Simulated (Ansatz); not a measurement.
A vibration from a frozen displacement in ZrC

All numbers below come from Ansatz 0.2.0, DFT PBE, scalar-relativistic, plane waves, PAW. Settings: plane waves to 420 eV, k-mesh 18×18×18 (Γ-centred), Gaussian smearing 0.15 eV. No spin polarisation. Energies are free energies at this smearing, counted from the undisturbed cell; pressure is positive in compression.

Reference structure (as given, not relaxed at this level; it stands at 1.2 GPa):

```
Zr C
1.0
     0.00000    2.35021    2.35021
     2.35021    0.00000    2.35021
     2.35021    2.35021    0.00000
Zr C
1 1
Direct
  0.50000 0.50000 0.50000
  0.00000 0.00000 0.00000
```

Every C atom is moved by x along the Cartesian unit vector (0.000, 0.000, 1.000); the cell and all other atoms stay fixed. The cell's volume is 25.96 Å³; the moved atoms weigh 12.011 u together and the others 91.224 u. Some rows repeat others by symmetry and weren't run.

| x (Å) | ΔE (meV/cell) | total force on the moved atoms along the move (eV/Å) | pressure (GPa) |
| --- | --- | --- | --- |
| -0.1000 | 34.43 | 0.6828 | 1.9707 |
| -0.0875 | 26.43 | 0.5976 | 1.7860 |
| -0.0750 | 19.48 | 0.5143 | 1.6278 |
| -0.0625 | 13.57 | 0.4310 | 1.4954 |
| -0.0500 | 8.70 | 0.3467 | 1.3880 |
| -0.0375 | 4.90 | 0.2610 | 1.3050 |
| -0.0250 | 2.18 | 0.1744 | 1.2459 |
| -0.0125 | 0.55 | 0.0873 | 1.2104 |
| 0.0000 | 0.00 | 0.0000 | 1.1986 |
| 0.0125 | 0.55 | -0.0873 | 1.2104 |
| 0.0250 | 2.18 | -0.1744 | 1.2459 |
| 0.0375 | 4.90 | -0.2610 | 1.3050 |
| 0.0500 | 8.70 | -0.3467 | 1.3880 |
| 0.0625 | 13.57 | -0.4310 | 1.4954 |
| 0.0750 | 19.48 | -0.5143 | 1.6278 |
| 0.0875 | 26.43 | -0.5976 | 1.7860 |
| 0.1000 | 34.43 | -0.6828 | 1.9707 |

Question: What frequency belongs to this motion?

Answer: The force constant is k = −dF/dx = 6.984 eV/Å², from the parabola through x = -0.0125, 0 and 0.0125. In every cell the moved atoms swing against the rest, so the mass is μ = m₁m₂/(m₁ + m₂) = 10.614 u, and ν̃ = 521.5 cm⁻¹ × √(|k|/μ) = 423 cm⁻¹, at this cell's pressure of 1.2 GPa. To first order in x, and within 1 %, the force on every atom lies along the move and, within each of the two groups, in proportion to the atom's mass, so this is itself a mode at the zone centre of this cell.

Question: How far does the harmonic law reach?

Answer: At x = -0.100 Å, kx²/2 = 34.92 meV against the computed 34.43 meV (-1.4 %): the well is still close to harmonic there.

Question: The pressure changes with x². What does that say about the frequency under compression?

Answer: With E = k(V)x²/2, k ∝ V^(−2γ) and x scaling with the cell as V^(1/3), P − P0 = −∂E/∂V = (2γ − 2/3) ΔE/V. At x = 0.0250 Å, V(P − P0) = 25.96 × 0.04728 / 160.2 eV = 7.66 meV and ΔE = 2.18 meV, so γ = 1/3 + V(P − P0)/(2ΔE) = 2.09. This is the Grüneisen parameter of the motion under uniform scaling of the cell: shrinking the cell evenly by 1 % in volume raises the frequency by about 2.09 %.

In a metal these slopes depend on the k mesh and the smearing.